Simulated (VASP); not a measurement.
## TaN: relaxation of cell and atoms with AM05

TaN:

```
Ta N
1.0
     0.00000    2.21132    2.21132
     2.21132    0.00000    2.21132
     2.21132    2.21132    0.00000
Ta N
1 1
Cartesian
  2.2113 2.2113 2.2113
  0.0000 0.0000 0.0000
```

The cell comes from a database or a generator and needn't be the stable form of this composition.

* Program: VASP 6.6.1
* Task: relaxation of cell and atoms
* Functional: AM05
* Potentials or basis: VASP PAW PBE potentials, release 64 (Ta_pv, N)
* Cutoff: 600 eV
* k mesh: 14 × 14 × 14
* Occupations: methfessel-paxton, width 0.1 eV
* Spin: no spin polarisation
* Further INCAR settings: ALGO = Normal; EDIFF = 1e-06; IBRION = 2; EDIFFG = -0.01; NSW = 90; ISIF = 3

```json
{
  "Relaxed volume": "10.44 Å³/atom",
  "Relaxed cell": "a = 3.091 Å, b = 3.091 Å, c = 3.091 Å, α = 60.00°, β = 60.00°, γ = 60.00°",
  "Space group after relaxing (to 0.05 Å)": "Fm-3m (No. 225)",
  "Energy gained by relaxing": "14.2 meV/atom",
  "Ionic steps": "4",
  "Pressure after relaxing": "-0.1 GPa",
  "Band gap on the k mesh": "none (metal or under the smearing width)"
}
```

Step by step:
```tsv
step	energy change (eV)	largest force (eV/Å)	pressure (GPa)	volume (Å³)
1	0.0000	0.0000	-11.76	21.63
2	0.1398	0.0000	35.42	19.24
3	-0.0284	0.0000	-0.35	20.90
4	-0.0284	0.0000	-0.07	20.88
```

Final structure:
```cif
data_structure
_symmetry_space_group_name_H-M 'P 1'
_symmetry_Int_Tables_number 1
_cell_length_a 3.0909
_cell_length_b 3.0909
_cell_length_c 3.0909
_cell_angle_alpha 60.000
_cell_angle_beta 60.000
_cell_angle_gamma 60.000
_cell_volume 20.88
loop_
_atom_site_label
_atom_site_type_symbol
_atom_site_fract_x
_atom_site_fract_y
_atom_site_fract_z
_atom_site_occupancy
Ta1 Ta 0.50000 0.50000 0.50000 1
N1 N 0.00000 0.00000 0.00000 1
```

Levels at points of the mesh, in eV from the Fermi level:
```tsv
k point	band 4	band 5	band 6	band 7	band 8	band 9	band 10	band 11	band 12
(0.00, 0.00, 0.00)	-18.89	-3.80	-3.80	-3.80	-2.15	-2.15	-2.15	0.06	0.06
(0.50, 0.00, 0.00)	-15.69	-10.53	-7.68	-7.68	2.00	2.00	2.10	3.85	7.78
(0.50, 0.50, 0.00)	-17.59	-6.65	-5.61	-4.62	-4.62	2.18	3.70	3.70	4.81
```

It took 110 s on 1 thread of Intel(R) Xeon(R) Platinum 8488C (Sapphire Rapids) (shared host), peak memory 0.19 GiB.

Caveat: the PAW data sets were made with another functional, which shifts forces and pressure a little. Spin-orbit coupling is left out, which matters for the levels of Ta.
